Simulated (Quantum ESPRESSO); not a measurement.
W under changes of volume

One of the cells (15.848 Å³/atom); the others are scaled copies at fixed shape and fractional positions:

```xyz
1
Lattice="-1.5823 1.5823 1.5823 1.5823 -1.5823 1.5823 1.5823 1.5823 -1.5823" Properties=species:S:1:pos:R:3 pbc="T T T"
W     0.0000    0.0000    0.0000
```

* Program: Quantum ESPRESSO 7.5
* Functional: LDA
* Potentials or basis: GBRV 1.5 LDA
* Cutoff: 612 eV
* Density cutoff: 4898 eV
* k mesh: 12 × 12 × 12
* Occupations: fermi-dirac, width 0.05 eV
* Spin: no spin polarisation

```tsv
volume (Å³/atom)	energy over the lowest point (meV/atom)	pressure (GPa)
14.897	19.90	10.2
15.214	2.64	2.6
15.531	0.00	-4.2
15.848	10.05	-10.4
16.165	?	?
16.482	64.30	-21.0
16.798	106.46	-25.6
```

Question: What does the run at 16.165 Å³/atom give?

Answer: Energy over the lowest point 32.06 meV/atom; pressure -16.0 GPa.

Worked out: A Birch-Murnaghan fit of order 3 (a polynomial in V^(-2/3)) to the other rows has its minimum at 15.44 Å³/atom with B0 = V·E''(V) = 327 GPa and B' = 3.7. It gives 31.86 meV/atom at 16.165 Å³/atom, against the run's 32.06, and -dE/dV = -13.8 GPa, against -16.0.

Energies are extrapolated to zero smearing.
